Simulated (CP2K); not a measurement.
Here is a CP2K 2026.2 calculation.

Contents of snse_bands.inp:

```
&GLOBAL
  PROJECT snse_bands
  RUN_TYPE ENERGY_FORCE
  PRINT_LEVEL LOW
&END GLOBAL
&FORCE_EVAL
  METHOD QS
  STRESS_TENSOR ANALYTICAL
  &DFT
    BASIS_SET_FILE_NAME BASIS_MOLOPT_UZH
    POTENTIAL_FILE_NAME POTENTIAL_UZH
    &MGRID
      CUTOFF 675
      REL_CUTOFF 60
      NGRIDS 4
    &END MGRID
    &QS
      METHOD GPW
      EPS_DEFAULT 1.0E-10
    &END QS
    &KPOINTS
      SCHEME MONKHORST-PACK 2 5 5
      GAMMA_CENTERED T
      SYMMETRY T
      SYMMETRY_BACKEND SPGLIB
    &END KPOINTS
    &SCF
      SCF_GUESS ATOMIC
      EPS_SCF 1.0E-6
      MAX_SCF 100
      ADDED_MOS 22
      CHOLESKY OFF
      EPS_EIGVAL 1.0E-7
      &DIAGONALIZATION ON
        ALGORITHM STANDARD
      &END DIAGONALIZATION
      &MIXING ON
        METHOD BROYDEN_MIXING
        ALPHA 0.4
        BETA 1.5
        NBUFFER 8
      &END MIXING
      &SMEAR ON
        METHOD FERMI_DIRAC
        ELECTRONIC_TEMPERATURE [K] 580.226
      &END SMEAR
    &END SCF
    &XC
      &XC_FUNCTIONAL
        &MGGA_X_R2SCAN
        &END MGGA_X_R2SCAN
        &MGGA_C_R2SCAN
        &END MGGA_C_R2SCAN
      &END XC_FUNCTIONAL
    &END XC
    &PRINT
      &KPOINTS ON
      &END KPOINTS
      &MULLIKEN ON
      &END MULLIKEN
      &MO ON
        ENERGIES T
        OCCUPATION_NUMBERS T
        &EACH
          QS_SCF 0
        &END EACH
        ADD_LAST NUMERIC
      &END MO
      &BAND_STRUCTURE
        FILE_NAME bands.bs
        ADDED_MOS 2
        &KPOINT_SET
          UNITS B_VECTOR
          NPOINTS 8
          SPECIAL_POINT GAMMA 0.00000000 0.00000000 0.00000000
          SPECIAL_POINT X 0.00000000 0.50000000 0.00000000
          SPECIAL_POINT S 0.00000000 0.50000000 0.50000000
          SPECIAL_POINT Y 0.00000000 0.00000000 0.50000000
          SPECIAL_POINT GAMMA 0.00000000 0.00000000 0.00000000
          SPECIAL_POINT Z 0.50000000 0.00000000 0.00000000
          SPECIAL_POINT U 0.50000000 0.50000000 0.00000000
          SPECIAL_POINT R 0.50000000 0.50000000 0.50000000
          SPECIAL_POINT T 0.50000000 0.00000000 0.50000000
          SPECIAL_POINT Z 0.50000000 0.00000000 0.00000000
        &END KPOINT_SET
        &KPOINT_SET
          UNITS B_VECTOR
          NPOINTS 8
          SPECIAL_POINT Y 0.00000000 0.00000000 0.50000000
          SPECIAL_POINT T 0.50000000 0.00000000 0.50000000
        &END KPOINT_SET
        &KPOINT_SET
          UNITS B_VECTOR
          NPOINTS 8
          SPECIAL_POINT U 0.50000000 0.50000000 0.00000000
          SPECIAL_POINT X 0.00000000 0.50000000 0.00000000
        &END KPOINT_SET
        &KPOINT_SET
          UNITS B_VECTOR
          NPOINTS 8
          SPECIAL_POINT S 0.00000000 0.50000000 0.50000000
          SPECIAL_POINT R 0.50000000 0.50000000 0.50000000
        &END KPOINT_SET
      &END BAND_STRUCTURE
    &END PRINT
  &END DFT
  &SUBSYS
    &CELL
      ABC 11.4200000000 4.1900000000 4.4600000000
      ALPHA_BETA_GAMMA 90.0000000000 90.0000000000 90.0000000000
      PERIODIC XYZ
    &END CELL
    &COORD
      SCALED
      Sn  0.8770000000 0.7500000000 0.9090000000
      Sn  0.6230000000 0.2500000000 0.4090000000
      Sn  0.3770000000 0.7500000000 0.5910000000
      Sn  0.1230000000 0.2500000000 0.0910000000
      Se  0.6430000000 0.7500000000 0.9840000000
      Se  0.8570000000 0.2500000000 0.4840000000
      Se  0.1430000000 0.7500000000 0.5160000000
      Se  0.3570000000 0.2500000000 0.0160000000
    &END COORD
    &KIND Sn
      BASIS_SET DZVP-MOLOPT-PBE-GTH-q4
      POTENTIAL GTH-PBE-q4
    &END KIND
    &KIND Se
      BASIS_SET DZVP-MOLOPT-PBE-GTH-q6
      POTENTIAL GTH-PBE-q6
    &END KIND
    &PRINT
      &ATOMIC_COORDINATES ON
      &END ATOMIC_COORDINATES
      &CELL ON
      &END CELL
      &SYMMETRY ON
      &END SYMMETRY
    &END PRINT
  &END SUBSYS
  &PRINT
    &FORCES ON
    &END FORCES
    &STRESS_TENSOR ON
    &END STRESS_TENSOR
  &END PRINT
&END FORCE_EVAL
```

Potentials or basis: POTENTIAL_UZH Sn GTH-PBE-q4, Se GTH-PBE-q6; DZVP-MOLOPT-PBE-GTH basis.

Launch:

```console
$ OMP_NUM_THREADS=1 cp2k.psmp -i snse_bands.inp -o snse_bands.out
```

(1) What does it give for the band gap on the k mesh?

(2) What does it give for the pressure?

(3) Estimate the Mulliken charges.

(4) Estimate the largest force.

## Answers

(1) 1.03 eV, indirect (least direct gap 1.27 eV).

(2) 3.5 GPa.

(3) Sn +0.52; Se -0.52 e.

(4) 0.310 eV/Å.

Caveat: the potentials were made for another functional, which shifts forces and pressure; spin-orbit coupling is left out, which moves the levels of the heavy elements; the mesh misses the band edges, which the band path finds closer together; the basis of atomic orbitals isn't converged, which shifts pressures, moduli and gaps.

**Experimental background.**

“Linear dichroism of the optical properties of SnS and SnSe van der Waals crystals”, 2024, arxiv:2409.17412 reports, for a bulk crystal of SnSe at 300 K: band gap 0.89 eV (indirect).

A measured gap of SnSe is 0.89 eV (indirect; 300 K; “Linear dichroism of the optical properties of SnS and SnSe van der Waals crystals”, 2024, arxiv:2409.17412); the calculated 0.76 eV misses it by -0.13 eV. 2 values of this kind are on record (0.89 to 0.99 eV); this one was drawn at random. Spin-orbit coupling on Se, Sn is left out. The value is that of r2SCAN in an atomic basis (POTENTIAL_UZH Sn GTH-PBE-q4, Se GTH-PBE-q6; DZVP-MOLOPT-PBE-GTH basis), whose error adds to the functional's,, without temperature or zero-point motion.
